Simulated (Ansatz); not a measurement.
HfS2 (P-3m1) from a database of computed structures (r2SCAN+rVV10 geometry), in Ansatz:

```xyz
3
Lattice="3.6302 0.0000 0.0000 -1.8151 3.1439 0.0000 0.0000 0.0000 5.8787" Properties=species:S:1:pos:R:3 pbc="T T T"
Hf    0.0000    0.0000    0.0000
S     1.8151    1.0480    4.4407
S     0.0000    2.0959    1.4380
```

G0W0@PBE with 497 empty bands, a screening cutoff of 220 eV and a 6×6×4 mesh (PAW, contour deformation) gives 1.958 eV over the mesh points, from a PBE gap of 1.037 eV; it sums over 516 bands with 525 plane waves in the screening and a wave cutoff of 420 eV. G0W0 values are finite-basis, finite-mesh values. Spin-unpolarised throughout; all numbers are computed.

Problem. Another run gave a Kohn-Sham gap of 1.037 eV and a G0W0 gap of 1.966 eV, summing over 932 bands with 785 plane waves in the screening and a wave cutoff of 420 eV. What was changed?

Solution. Empty bands 913, screening cutoff 300 eV. The counts of bands and plane waves show it.

Problem. Estimate the gap with empty bands 200, screening cutoff 120 eV.

Solution. 1.902 eV (-0.056 eV), from a Kohn-Sham gap of 1.037 eV.

Problem. Estimate the gap with frequency model Godby-Needs pole.

Solution. 1.953 eV (-0.005 eV), from a Kohn-Sham gap of 1.037 eV.

Problem. Estimate the gap with starting point r2SCAN.

Solution. 2.163 eV (+0.205 eV), from a Kohn-Sham gap of 1.357 eV.

No spin-orbit coupling is included; it can move band edges with weight on the heavy atoms by tenths of an eV.
